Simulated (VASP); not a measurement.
## H8C2O: single point with PBEsol

Crystal: H8C2O.

```
CELL_PARAMETERS angstrom
6.64034 0.00000 0.00000
0.00000 6.64034 0.00000
0.00000 0.00000 6.64034
ATOMIC_POSITIONS crystal
C 0.45843 0.68192 0.12874
C 0.31333 0.59870 0.96472
C 0.40033 0.17339 0.50047
C 0.62828 0.23985 0.55991
C 0.02078 0.87098 0.54362
C 0.85050 0.77416 0.41070
H 0.37688 0.77312 0.22738
H 0.52085 0.55503 0.24711
H 0.60956 0.76916 0.09218
H 0.35086 0.49160 0.85171
H 0.20681 0.50782 0.05574
H 0.21606 0.72322 0.91219
H 0.40888 0.05384 0.37460
H 0.29696 0.19341 0.62266
H 0.35888 0.30568 0.39555
H 0.70386 0.22552 0.39683
H 0.64331 0.40471 0.61090
H 0.72407 0.14983 0.64989
H 0.97661 0.96451 0.65027
H 0.09901 0.72179 0.63208
H 0.14597 0.95250 0.46504
H 0.94751 0.70766 0.27557
H 0.80847 0.63021 0.48925
H 0.75347 0.90369 0.39234
H 0.03739 0.24576 0.89875
H 0.97507 0.47636 0.89560
H 0.77357 0.17428 0.96991
H 0.77415 0.95386 0.08481
H 0.29303 0.05289 0.01513
H 0.36590 0.00285 0.81475
O 0.94342 0.34357 0.84865
O 0.68959 0.07588 0.03500
O 0.25738 0.05482 0.87361
```

The cell was built by a generator and needn't be a form met in nature.

| Property | Result |
| --- | --- |
| Program | VASP 6.6.1 |
| Task | single point |
| Functional | PBEsol |
| Potentials or basis | VASP PAW PBE potentials, release 64 (C, H, O) |
| Cutoff | 520 eV |
| k mesh | 1 × 1 × 1 |
| Occupations | fermi-dirac, width 0.02 eV |
| Spin | no spin polarisation |

```yaml
Pressure: 0.1 GPa
Largest_force: 7.127 eV/Å
Band_gap_on_the_k_mesh: 4.92 eV, direct
```

Forces on the atoms (eV/Å):
```
C    3.444 -2.821 -0.092
C   -0.749  0.896  2.585
C    2.874  2.651 -2.719
C   -1.014  1.192 -3.846
C    2.911 -6.110 -2.234
C    3.968 -0.932  0.216
H   -1.201  1.526  1.224
H   -0.946  1.425 -1.943
H   -2.220 -1.242 -0.224
H    1.123 -0.325 -1.033
H   -0.012  0.006  0.189
H    0.393 -0.219 -0.444
H   -0.361  0.282  1.876
H   -0.685 -0.842  0.215
H    0.151 -0.671  0.737
H   -0.555  0.628  1.942
H   -0.370 -1.461 -0.358
H    0.114 -0.994  1.146
H   -1.859  2.889  3.584
H   -0.882  2.654 -1.389
H   -0.752 -0.684  0.018
H   -1.700  1.131  0.838
H   -0.802  1.071 -0.431
H   -1.149 -0.367 -0.808
H    1.326 -0.284  0.061
H    0.413  0.489  0.452
H    0.906  0.923 -0.519
H   -1.011  2.292 -0.843
H    0.199  0.020  0.364
H    4.652 -2.102 -2.711
O   -1.408 -0.278 -0.632
O    0.077 -2.856  1.446
O   -4.875  2.113  3.333
```

Stress tensor (GPa, compression positive):
```
 0.96 -0.43 -2.49
-0.43 -1.61  1.68
-2.49  1.68  0.97
```

Levels at points of the mesh, in eV from the valence-band top:
```tsv
k point	band 30	band 31	band 32	band 33	band 34	band 35	band 36	band 37
(0.00, 0.00, 0.00)	-0.69	-0.62	-0.49	0.00	4.92	6.73	6.74	7.26
```

It took 24 s on 1 thread of Intel(R) Xeon(R) 6975P-C (Granite Rapids) (shared host), peak memory 0.32 GiB.

Caveat: the PAW data sets were made with another functional, which shifts forces and pressure a little. As with any semilocal functional, this PBEsol gap is likely too small.
